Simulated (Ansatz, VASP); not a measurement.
**HfH2: VASP beside Ansatz**

```
CELL_PARAMETERS angstrom
-1.72721 1.72721 2.16571
1.72721 -1.72721 2.16571
1.72721 1.72721 -2.16571
ATOMIC_POSITIONS crystal
H 0.75000 0.25000 0.50000
H 0.25000 0.75000 0.50000
Hf 0.00000 0.00000 0.00000
```

Alike in both runs: task single point; functional r2SCAN; k mesh 13 × 13 × 13; occupations fermi-dirac, width 0.1279 eV; no spin polarisation.

|  | VASP | Ansatz |
| --- | --- | --- |
| version | VASP 6.6.1 | Ansatz 0.2.0 |
| potentials or method | VASP PAW PBE potentials, release 64 (H, Hf_pv) | PAW plane waves |
| plane-wave cutoff (eV) | 520 | 500 |
| valence electrons in the cell | 12 | 28 |

```csv
,VASP,Ansatz,Ansatz less VASP
pressure (GPa),-0.8,0.3,+1.06
largest component of the traceless stress (GPa),0.15,0.26,+0.110
```

The two sets of potentials don't hold the same shells in valence.

Caveats: the PAW data sets were made with another functional, which shifts forces and pressure a little (VASP). The runs have no spin-orbit coupling, so splittings on Hf are missing.
